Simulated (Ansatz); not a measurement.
# Rocksalt alloy of MgO and ZnO (30 of 32 Mg sites exchanged), 64 atoms

Ansatz, PAW, plane waves. PBEsol relaxation of volume and atoms (shape held) at the single k point (¼, ¼, ¼) without its symmetry partners; single points on the relaxed atoms at the Γ point alone, onto which points of the small cell's zone fold. Arrangement: random. No spin–orbit coupling unless named.

Relaxed structure:

```
O Zn Mg
1.0
     8.52453    0.00000    0.00000
     0.00000    8.52453    0.00000
     0.00000    0.00000    8.52453
O Zn Mg
32 30 2
Direct
  0.24977 0.00021 0.99997
  0.24968 0.00043 0.49983
  0.25017 0.49992 0.99843
  0.25028 0.50007 0.50156
  0.74958 0.00066 0.00011
  0.74966 0.00062 0.49976
  0.74944 0.50030 0.99990
  0.74972 0.50039 0.50014
  0.99963 0.25041 0.99993
  0.99960 0.25061 0.50011
  0.99936 0.75046 0.99856
  0.99958 0.75076 0.50142
  0.49986 0.24987 0.00003
  0.49998 0.25017 0.49980
  0.49982 0.75065 0.00005
  0.49978 0.75053 0.49981
  0.99953 0.00052 0.24993
  0.99974 0.99886 0.74989
  0.00005 0.50048 0.25000
  0.00204 0.50287 0.75023
  0.49993 0.00033 0.25015
  0.49938 0.99998 0.74965
  0.49960 0.50029 0.24990
  0.49814 0.50030 0.74985
  0.24970 0.25019 0.24997
  0.24988 0.25189 0.75010
  0.24962 0.75023 0.24988
  0.24728 0.74782 0.74977
  0.74985 0.25072 0.24994
  0.74981 0.25057 0.74995
  0.74973 0.75010 0.25008
  0.75122 0.75070 0.75003
  0.99967 0.00053 0.00009
  0.99976 0.00063 0.49973
  0.99972 0.50048 0.00000
  0.99982 0.50058 0.49992
  0.49967 0.00040 0.00003
  0.49968 0.00047 0.49987
  0.49990 0.50021 0.00013
  0.50008 0.50041 0.49978
  0.24977 0.25024 0.00009
  0.24990 0.25017 0.49977
  0.24967 0.75014 0.99984
  0.24979 0.75019 0.49999
  0.74976 0.25052 0.00012
  0.74967 0.25038 0.49984
  0.74951 0.75059 0.00009
  0.74949 0.75062 0.49980
  0.24979 0.00017 0.24992
  0.24975 0.00031 0.74997
  0.24986 0.50026 0.25001
  0.74960 0.00046 0.24991
  0.74946 0.00069 0.74996
  0.74978 0.50051 0.25000
  0.74983 0.50045 0.75005
  0.99977 0.25047 0.25006
  0.99964 0.25045 0.74991
  0.99974 0.75047 0.25007
  0.49972 0.25034 0.24988
  0.49985 0.25025 0.74991
  0.49966 0.75033 0.24991
  0.49965 0.75034 0.74997
  0.25021 0.49978 0.74999
  0.99923 0.75094 0.74992
```

**Question.** What are the mean bond lengths by pair (pairs within 1.2 times the sum of covalent radii, less contacts 15 % beyond the pair's median; cation–cation pairs of compounds aside; long ionic contacts are cut short by that bound)?

**Answer.** Mg–O 2.116 ± 0.002 Å (standard deviation, 12 bonds); O–Zn 2.132 ± 0.004 Å (standard deviation, 180 bonds).

**Question.** What gap lies between the top filled and the lowest empty level in the single points?

**Answer.** HSE06 2.88 eV (12 s on NVIDIA GB200); r²SCAN 1.68 eV (2.7 s on NVIDIA GB200).
